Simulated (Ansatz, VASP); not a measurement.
# Ag: VASP beside Ansatz

INCAR

```
SYSTEM = Ag
PREC = Accurate
ENCUT = 600
EDIFF = 1E-6
ISMEAR = 0
SIGMA = 0.1
LREAL = .False.
LASPH = .True.
NELM = 100
ALGO = Fast
ISIF = 3
LWAVE = .False.
LCHARG = .False.
IBRION = 2
NSW = 100
EDIFFG = -0.005
```

File KPOINTS:

```
Automatic mesh
0
Gamma
  18 18 10
  0 0 0
```

POSCAR

```
Ag
1.0
    2.8180828051      0.0000000000      0.0000000000
   -1.4090414025      2.4405312992      0.0000000000
    0.0000000000      0.0000000000      4.6672283609
Ag
2
Direct
    0.3333333333      0.6666666667      0.2500000000
    0.6666666667      0.3333333333      0.7500000000
```

Input for Ansatz:

```yaml
crystal:
  lattice:
    - [2.8180828051, 0.0, 0.0]
    - [-1.4090414025, 2.4405312992, 0.0]
    - [0.0, 0.0, 4.6672283609]
  atoms:
    - { symbol: Ag, position: [0.3333333333, 0.6666666667, 0.25] }
    - { symbol: Ag, position: [0.6666666667, 0.3333333333, 0.75] }
basis:
  ecutwfc: 420
kpoints:
  mp_grid: { grid: [18, 18, 10] }
hamiltonian:
  xc: lda
scf:
  occupations: { method: gaussian, width: 0.1 }
output:
  forces: true
  stress: true
  eigenvalues: true
  write_density: true
  write_potential: true
  elf: true
  volumetric_format: npy
relax:
  adjacent_minimum: "off"
  f_tol: 0.005
  max_steps: 80
  cell: { stress_tol: 0.05 }
```

This isn't the form of Ag at room conditions, which is fcc.

Alike in both runs: task relaxation of cell and atoms; functional LDA; k mesh 18 × 18 × 10; occupations gaussian, width 0.1 eV; no spin polarisation.

|  | VASP | Ansatz |
| --- | --- | --- |
| version | VASP 6.6.1 | Ansatz 0.2.0 |
| potentials or method | VASP PAW LDA potentials, release 64 (Ag) | scalar-relativistic, plane waves, PAW |
| plane-wave cutoff (eV) | 600 | 420 |
| valence electrons in the cell | 22 | 38 |

|  | VASP | Ansatz | Ansatz less VASP |
| --- | --- | --- | --- |
| gap on the k mesh at the Fermi level, each at its own relaxed structure (eV) | none | none | - |
| relaxed volume (Å³/atom) | 16.06 | 16.05 | -0.014 |
| relaxed cell length with the largest relative difference (Å) | 4.633 | 4.631 | -0.0016 |

A gap of «none» marks a metal or a gap that the smearing closes. The two sets of potentials don't hold the same shells in valence.
